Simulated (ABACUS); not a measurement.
The system is Pr.

```
CELL_PARAMETERS angstrom
-2.09737 2.09737 2.09737
2.09737 -2.09737 2.09737
2.09737 2.09737 -2.09737
ATOMIC_POSITIONS crystal
Pr 0.00000 0.00000 0.00000
```

This isn't the form of Pr at room conditions, which is double hcp.

| Property | Result |
| --- | --- |
| Program | ABACUS 3.10.1 |
| Task | single point |
| Functional | PBE |
| Potentials or basis | PseudoDojo NC SR 0.4.1 PBE standard, lanthanides 3+ (f in core) |
| Cutoff | 667 eV |
| Density cutoff | 2667 eV |
| Basis | plane waves |
| k mesh | 9 × 9 × 9 |
| Occupations | fermi-dirac, width 0.05 eV |
| Spin | collinear spin, ferromagnetic start |
| Starting moments | [1.0] μB |

On this cell: net moment 0.28 μB per cell; band gap on the k mesh none (metal or under the smearing width).

The same run follows on a disturbed copy (cell strained at random at fixed volume):

```xyz
1
Lattice="-2.1180 2.1416 2.1356 2.0922 -2.0939 2.0621 2.0889 2.0648 -2.0879" Properties=species:S:1:pos:R:3 pbc="T T T"
Pr    0.0255    0.0063   -0.0026
```

Task: What does the disturbed cell give?

Result: The energy (extrapolated to zero smearing) moves by +1.5 meV/atom; net moment 0.25 μB per cell; band gap on the k mesh none (metal or under the smearing width).

Caveats: the magnetic or orbital state may not be the lowest; all typed moments are zero, and the program then starts from 1 μB on every atom; spin-orbit coupling is left out, which moves the levels of the heavy elements; the 4f electrons are frozen in the core as for a trivalent ion, so they carry no moment and show no levels.
